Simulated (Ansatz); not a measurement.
## AlAs: from supercell energies to defect levels (H interstitial)

These are results of Ansatz, DFT PBE, scalar-relativistic, plane waves, PAW, not measurements. Run with 420 eV cutoff, 2×2×2 k-mesh, shifted by half a step, Gaussian smearing of 0.01 eV, collinear spin in charge 0 alone.

Host crystal, relaxed:

```xyz
2
Lattice="0.0000 2.8640 2.8640 2.8640 0.0000 2.8640 2.8640 2.8640 0.0000" Properties=species:S:1:pos:R:3 pbc="T T T"
Al    0.0000    0.0000    0.0000
As    4.2959    4.2959    4.2959
```

The H interstitial was set at (0.500, 0.500, 0.500) of the host cell, in a supercell of 32 sites (752 Å³), relaxed at fixed cell in each charge q, from a start with the atoms near it displaced at random. In charges +1, 0 some atom moved by up to 2.4 Å, so the relaxed defect can differ in kind from the start: near the site, 4 As at 2.48 Å, 6 Al at 2.86 Å became 1 As at 1.56 Å, 1 Al at 1.84 Å (charge +1); 1 As at 1.77 Å, 1 Al at 2.60 Å, 1 Al at 2.61 Å, 1 Al at 2.62 Å, 1 As at 2.74 Å, 1 As at 2.75 Å, 1 As at 2.77 Å (charge 0). The host's Kohn–Sham gap is 1.50 eV and its static dielectric constant 11.6 (mean). For each charge: the supercell's free energy over the neutral one with q electrons exchanged at the valence band top, F(q) − F(0) + qE_v; the image-charge term; and the term that aligns the potential far from the defect with the host's.

```
 q F(q) − F(0) + qE_v (eV) image charge (eV) alignment (eV)
+1                   -1.691              0.198           0.028
 0                    0.000              0.000           0.000
-1                    1.214              0.198          -0.093
```

Question: Add the terms and find the levels between neighbouring charges, ε(q/q′) = [A(q′) − A(q)]/(q − q′), with and without the two corrections.

Answer: A(q): -1.465 eV for +1, 0.000 eV for 0, 1.319 eV for -1.
```json
{"level": "(+1/0)", "corrected (eV over E_v)": "1.47", "uncorrected (eV)": "1.69"}
{"level": "(0/-1)", "corrected (eV over E_v)": "1.32", "uncorrected (eV)": "1.21"}
```

As a check, a point charge in a simple cubic cell of this volume has q²αe²/(2εL) = 0.194 q² eV (e² = 14.40 eV Å, α = 2.837, L = 9.09 Å); the shape of the real cell can change it somewhat. The term grows as q², so it pushes donor levels down and acceptor levels up. The program doubts the alignment for q = -1, so levels beside it are uncertain by about that term.

Question: Which of these charges is lowest with the Fermi level at the valence band top, at mid-gap and at the conduction band bottom?

Answer: The line A(q) + qE_F that lies lowest gives the charge: +1 at E_F = 0.00 eV, +1 at E_F = 0.75 eV, -1 at E_F = 1.50 eV. The level (+1/0) lies above (0/-1), so charge 0 is never the lowest: a negative-U pattern, with a direct (+1/-1) level at 1.39 eV. Charges beyond those computed could lie lower near the band edges.

Question: The neutral defect forms at 2.16 eV with atoms taken from and returned to the elements. What are the formation energies at those three Fermi levels, and what share of sites would hold the defect at 1200 K with E_F at mid-gap, if the host still stood at that temperature?

Answer: E_f = E_f(0) + A(q) + qE_F = 0.69, 1.44, 1.97 eV. In the dilute limit the share is exp(−E_f/k_BT) = exp(−1.443/0.1034) = 8.7×10⁻⁷, leaving out degeneracy and vibrational entropy. This is the H-rich limit; a poorer supply of H, or a competing compound of it, raises E_f. The small cell and the narrow Kohn–Sham gap leave errors of tenths of an eV or more, which change the share by orders of magnitude.